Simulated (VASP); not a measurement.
# SnSe (F-43m) in VASP: further runs, part 3 of 3

VASP 6.6.1. The steps go on from the part before.

## (4) EvGW quasiparticle levels, PBEsol

The input, POSCAR:

```
SnSe
1.0
    0.0000000000      3.3908400000      3.3908400000
    3.3908400000      0.0000000000      3.3908400000
    3.3908400000      3.3908400000      0.0000000000
Sn Se
1 1
Direct
    0.0000000000      0.0000000000      0.0000000000
    0.7500000000      0.7500000000      0.7500000000
```

The input, INCAR.step1:

```
SYSTEM = SnSe
ALGO = Normal
EDIFF = 1E-8
ENCUT = 450
GGA = PS
ISMEAR = 0
LASPH = .TRUE.
LCHARG = .FALSE.
LREAL = .FALSE.
LWAVE = .TRUE.
NELM = 100
PREC = Accurate
SIGMA = 0.01
```

The input, INCAR.step2:

```
SYSTEM = SnSe
ALGO = Exact
EDIFF = 1E-8
ENCUT = 450
GGA = PS
ISMEAR = 0
ISTART = 1
LASPH = .TRUE.
LCHARG = .FALSE.
LOPTICS = .TRUE.
LREAL = .FALSE.
LWAVE = .TRUE.
NBANDS = 752
NELM = 1
PREC = Accurate
SIGMA = 0.01
```

The input, INCAR.step3:

```
SYSTEM = SnSe
ALGO = EVGW
EDIFF = 1E-8
ENCUT = 450
ENCUTGW = 200
GGA = PS
ISMEAR = 0
ISTART = 1
LASPH = .TRUE.
LCHARG = .FALSE.
LREAL = .FALSE.
LWAVE = .FALSE.
NBANDS = 752
NBANDSGW = 18
NELMGW = 4
NOMEGA = 48
PREC = Accurate
PRECFOCK = Fast
SIGMA = 0.01
```

The input, KPOINTS:

```
k-points
0
G
  3 3 3
  0 0 0
```

Potentials or basis: VASP PAW PBE potentials, release 64 (Sn_d_GW, Se_GW).

Started as:

```console
$ cat potpaw_PBE.64/Sn_d_GW/POTCAR potpaw_PBE.64/Se_GW/POTCAR > POTCAR
$ cp INCAR.step1 INCAR
$ mpirun -np 1 vasp_std > vasp.out
$ cp INCAR.step2 INCAR
$ mpirun -np 1 vasp_std > vasp.out
$ cp INCAR.step3 INCAR
$ mpirun -np 1 vasp_std > vasp.out
```

OUTCAR:

```text
SYSTEM = SnSe
   EDIFF = 1E-8
   ENCUT = 450
   ENCUTGW = 200
   GGA = PS
   ISMEAR = 0
   ISTART = 1
   LASPH = .TRUE.
   LREAL = .FALSE.
   NELMGW = 4
   PREC = Accurate
   PRECFOCK = Fast

 ion  position               nearest neighbor table
   1  0.000  0.000  0.000-   2 2.94   2 2.94   2 2.94   2 2.94
   2  0.750  0.750  0.750-   1 2.94   1 2.94   1 2.94   1 2.94

  LATTYP: Found a face centered cubic cell.
 ALAT       =     6.7816800000

  Lattice vectors:

 A1 = (   0.0000000000,   3.3908400000,   3.3908400000)
 A2 = (   3.3908400000,   0.0000000000,   3.3908400000)
 A3 = (   3.3908400000,   3.3908400000,   0.0000000000)

Analysis of symmetry for initial positions (statically):
=====================================================================
 Subroutine PRICEL returns:
 Original cell was already a primitive cell.

 Routine SETGRP: Setting up the symmetry group for a
[... 119 lines left out ...]
     AMIX_MAG =   1.60;   BMIX_MAG =  1.00
  volume/ion in A,a.u.               =      38.99       263.10
  Fermi-wavevector in a.u.,A,eV,Ry     =   1.040162  1.965621 14.720638  1.081936
  Thomas-Fermi vector in A             =   2.174725
   LORBIT       =      0    0 simple, 1 ext, 2 COOP (PROOUT), +10 PAW based schemes
   GGA     = PS    functional components
   LHFCALC =     T    Hartree Fock is set to
   PRECFOCK=fast      Normal, Fast or Accurate (Low or Medium for compatibility)
   ENCUT4O =  -1.0   cutoff for four orbital integrals eV
   NKREDX  =     1    reduce k-point grid by
   NKREDY  =     1    reduce k-point grid by
   NKREDZ  =     1    reduce k-point grid by
   AEXX    =    1.0000 exact exchange contribution
   HFSCREEN=    0.0000 screening length (either q_TF or 0.3 A-1)
   HFSCREENC=   0.0000 screening length for correlation (either q_TF or 0.3 A-1)
   ENCUTFOCK=  -1.0 apply spherical cutoff to Coloumb kernel
   IVDW    =     0    specifies the selected vdW correction
   LEPSILON=     F    determine dielectric tensor
   LRPA    =     F    only Hartree local field effects (RPA)
   LRPAFORCE           =     F    calculate RPA forces
   ENCUTGW             = 200.0    cutoff for response function in eV
   ENCUTGWSOFT         = 160.0    soft cutoff for Coulomb kernel in GW response function in eV
   ENCUTLF             =  -1.0    cutoff for local field effects
   NELMGW              =     4    number of iterations in solving QP/BSE equation
   NELMHF              =     1    number of iterations in the inner HF iteration
   NKREDLFX            =     1    NKREDLFY  =   1   NKREDLFZ  =   1
 non-spin polarized calculation
 Gauss-broadening in eV      SIGMA  =   0.01
  energy-cutoff  :      450.00
  volume of cell :       77.97
 maximum number of plane-waves:      1700
 NGX is ok and might be reduce to    36
  NGX = 18; NGY = 18; NGZ = 18
   NGX = 17   NGY = 17   NGZ = 17
 maximum number of plane-waves:       531

 QP shifts <psi_nk| G(iteration)W_0 |psi_nk>: iteration 1
 for sc-GW calculations column KS-energies equals QP-energies in previous step
 and V_xc(KS)=  KS-energies - (<T + V_ion + V_H > + <T+V_H+V_ion>^1  + <V_x>^1)

 k-point   1 :       0.0000    0.0000    0.0000
  band No.  KS-energies  QP-energies   sigma(KS)   V_xc(KS)     V^pw_x(r,r')   Z            occupation Imag(sigma)

      1     -19.8682     -22.2974     -21.2886     -17.4655     -27.0336       0.6354       2.0000       0.4331
      2     -19.8682     -22.2974     -21.2886     -17.4655     -27.0336       0.6354       2.0000       0.4331
      3     -19.8682     -22.2974     -21.2886     -17.4655     -27.0336       0.6354       2.0000       0.4331
      4     -19.8558     -22.2726     -21.2774     -17.4696     -27.0151       0.6347       2.0000       0.4158
      5     -19.8558     -22.2726     -21.2774     -17.4696     -27.0151       0.6347       2.0000       0.4158
      6     -11.3843     -11.6366     -12.7451     -12.3169     -19.3958       0.5891       2.0000       1.1680
[... 333 lines left out ...]
      4     -23.7766     -23.9364     -21.6274      -2.3857     -27.0154       0.6756       2.0000       0.2460
      5     -23.7766     -23.9364     -21.6274      -2.3857     -27.0154       0.6756       2.0000       0.2460
      6     -11.5922     -11.6493     -13.6403       1.9594     -19.6214       0.6434       2.0000       0.8371
[... 10 lines left out ...]
     17      11.8508      11.8607      -7.0438      18.9076      -2.1020       0.7634       0.0000      -0.5067
     18      12.7250      12.7334      -7.5975      20.3335      -2.5132       0.7641       0.0000      -0.5452
```

OUTCAR.step2:

```text
SYSTEM = SnSe
   EDIFF = 1E-8
   ENCUT = 450
   GGA = PS
[... 635 lines left out ...]
  --------------------------------------------------------------------------------------------------------------
     0.00000     8.28612     8.28612     8.28612     0.00000     0.00000    -0.00000
     3.31122    11.99960    11.99960    11.99960     0.00000     0.00000    -0.00000
     6.62245    -1.57157    -1.57157    -1.57157     0.00000     0.00000    -0.00000
     9.93367    -1.00696    -1.00696    -1.00696    -0.00000    -0.00000     0.00000
    13.24489     0.36377     0.36377     0.36377    -0.00000    -0.00000     0.00000
    16.55611     0.23922     0.23922     0.23922    -0.00000    -0.00000    -0.00000
[... 92 lines left out ...]
   324.49982     0.99602     0.99602     0.99602    -0.00000    -0.00000     0.00000
   327.81105     0.99610     0.99610     0.99610    -0.00000    -0.00000     0.00000
```

Run time: 18 min. Hardware: 1 thread of Intel Xeon 6975P-C (Granite Rapids), shared host; peak memory 1.1 GiB.

What came out:

| Quantity | Value |
| --- | --- |
| Band gap on the k mesh, mean-field level | 0.81 eV, indirect (least direct gap 0.97 eV) |
| Quasiparticle gap | 1.60 eV |
| Least direct quasiparticle gap | 1.84 eV |

Quasiparticle gap after each update of the energies (eV): 1.37, 1.53, 1.58, 1.60

Caveat: the k mesh is coarse (spacing up to 0.53 Å⁻¹), so the values aren't converged; bands, screening cutoff and mesh are small and nothing is extrapolated, so the quasiparticle values aren't converged; spin-orbit coupling is left out, which moves the levels of the heavy elements; an odd mesh through Γ misses points on the zone boundary, where band edges often lie.

## (5) G0W0 quasiparticle levels, r2SCAN

POSCAR is that of step 4.

The input, INCAR.step1:

```
  PREC = Accurate
  ENCUT = 500
  EDIFF = 1E-8
  ISMEAR = 0
  SIGMA = 0.01
  LREAL = False
  LASPH = True
  NELM = 60
  ALGO = Normal
  LWAVE = True
  LCHARG = False
  METAGGA = R2SCAN
  LMIXTAU = True
```

The input, INCAR.step2:

```
  PREC = Accurate
  ENCUT = 500
  EDIFF = 1E-8
  ISMEAR = 0
  SIGMA = 0.01
  LREAL = False
  LASPH = True
  NELM = 1
  ALGO = Exact
  LWAVE = True
  LCHARG = False
  METAGGA = R2SCAN
  LMIXTAU = True
  NBANDS = 303
  LOPTICS = True
  ISTART = 1
```

The input, INCAR.step3:

```
  PREC = Accurate
  ENCUT = 500
  EDIFF = 1E-8
  ISMEAR = 0
  SIGMA = 0.01
  LREAL = False
  LASPH = True
  ALGO = EVGW0
  LWAVE = False
  LCHARG = False
  METAGGA = R2SCAN
  LMIXTAU = True
  NELMGW = 1
  NBANDS = 303
  ENCUTGW = 200
  NOMEGA = 64
  PRECFOCK = Fast
  ISTART = 1
  NBANDSGW = 18
```

The input, KPOINTS:

```
Automatic mesh
0
Gamma
  3 3 3
```

Potentials or basis: VASP PAW PBE potentials, release 64 (Sn_d_GW, Se_GW).

Started as:

```console
$ cat potpaw_PBE.64/Sn_d_GW/POTCAR potpaw_PBE.64/Se_GW/POTCAR > POTCAR
$ cp INCAR.step1 INCAR
$ mpirun -np 1 vasp_std > vasp.out
$ cp INCAR.step2 INCAR
$ mpirun -np 1 vasp_std > vasp.out
$ cp INCAR.step3 INCAR
$ mpirun -np 1 vasp_std > vasp.out
```

OUTCAR:

```text
PREC = Accurate
   ENCUT = 500
   EDIFF = 1E-8
   ISMEAR = 0
   LREAL = False
   LASPH = True
   METAGGA = R2SCAN
   NELMGW = 1
   ENCUTGW = 200
   PRECFOCK = Fast
   ISTART = 1

 ion  position               nearest neighbor table
   1  0.000  0.000  0.000-   2 2.94   2 2.94   2 2.94   2 2.94
   2  0.750  0.750  0.750-   1 2.94   1 2.94   1 2.94   1 2.94

  LATTYP: Found a face centered cubic cell.
 ALAT       =     6.7816800000

  Lattice vectors:

 A1 = (   0.0000000000,   3.3908400000,   3.3908400000)
[... 147 lines left out ...]
   LRPAFORCE           =     F    calculate RPA forces
   ENCUTGW             = 200.0    cutoff for response function in eV
   ENCUTGWSOFT         = 160.0    soft cutoff for Coulomb kernel in GW response function in eV
   ENCUTLF             =  -1.0    cutoff for local field effects
   NELMGW              =     1    number of iterations in solving QP/BSE equation
   NELMHF              =     1    number of iterations in the inner HF iteration
   NKREDLFX            =     1    NKREDLFY  =   1   NKREDLFZ  =   1
 non-spin polarized calculation
 Gauss-broadening in eV      SIGMA  =   0.01
  energy-cutoff  :      500.00
  volume of cell :       77.97
 maximum number of plane-waves:      1994
  NGX = 20; NGY = 20; NGZ = 20
   NGX = 17   NGY = 17   NGZ = 17
 maximum number of plane-waves:       531

 QP shifts <psi_nk| G(iteration)W_0 |psi_nk>: iteration 1
 for sc-GW calculations column KS-energies equals QP-energies in previous step
 and V_xc(KS)=  KS-energies - (<T + V_ion + V_H > + <T+V_H+V_ion>^1  + <V_x>^1)

 k-point   1 :       0.0000    0.0000    0.0000
  band No.  KS-energies  QP-energies   sigma(KS)   V_xc(KS)     V^pw_x(r,r')   Z            occupation Imag(sigma)

      1     -20.6871     -22.6387     -21.3821     -18.3624     -27.1064       0.6463       2.0000       0.3085
      2     -20.6871     -22.6387     -21.3821     -18.3624     -27.1064       0.6463       2.0000       0.3085
      3     -20.6871     -22.6387     -21.3821     -18.3624     -27.1064       0.6463       2.0000       0.3085
      4     -20.6743     -22.6158     -21.3727     -18.3658     -27.0877       0.6457       2.0000       0.2928
      5     -20.6743     -22.6158     -21.3727     -18.3658     -27.0877       0.6457       2.0000       0.2928
      6     -11.9677     -11.7058     -12.5995     -13.0440     -19.3958       0.5894       2.0000       1.1323
[... 63 lines left out ...]
      4     -20.6740     -22.6280     -21.3748     -18.3661     -27.0889       0.6495       2.0000       0.2941
      5     -20.6740     -22.6280     -21.3748     -18.3661     -27.0889       0.6495       2.0000       0.2941
      6     -11.3861     -11.2476     -13.2860     -13.5098     -19.6287       0.6188       2.0000       1.0374
[... 10 lines left out ...]
     17      12.3543      12.0211      -6.9066      -6.4760      -2.0516       0.7739       0.0000      -0.5661
     18      13.1738      12.9262      -7.5250      -7.2038      -2.5472       0.7708       0.0000      -0.5942
```

Run time: 23 min. Hardware: 1 thread of AMD EPYC 7R43 (Zen 3), shared host; peak memory 0.97 GiB.

Results:

| Property | Result |
| --- | --- |
| Band gap on the k mesh, mean-field level | 0.96 eV, indirect (least direct gap 1.16 eV) |
| Quasiparticle gap | 1.35 eV |
| Least direct quasiparticle gap | 1.56 eV |

Levels at points of the mesh, in eV from the valence-band top:
| k point | band 8 | band 9 | band 10 | band 11 | band 12 | band 13 |
| --- | --- | --- | --- | --- | --- | --- |
| (0.00, 0.00, 0.00) | -1.85 | -1.85 | -1.85 | 2.23 | 2.23 | 2.23 |

Caveat: the k mesh is coarse (spacing up to 0.53 Å⁻¹), so the values aren't converged; bands, screening cutoff and mesh are small and nothing is extrapolated, so the quasiparticle values aren't converged; spin-orbit coupling is left out, which moves the levels of the heavy elements; an odd mesh through Γ misses points on the zone boundary, where band edges often lie.
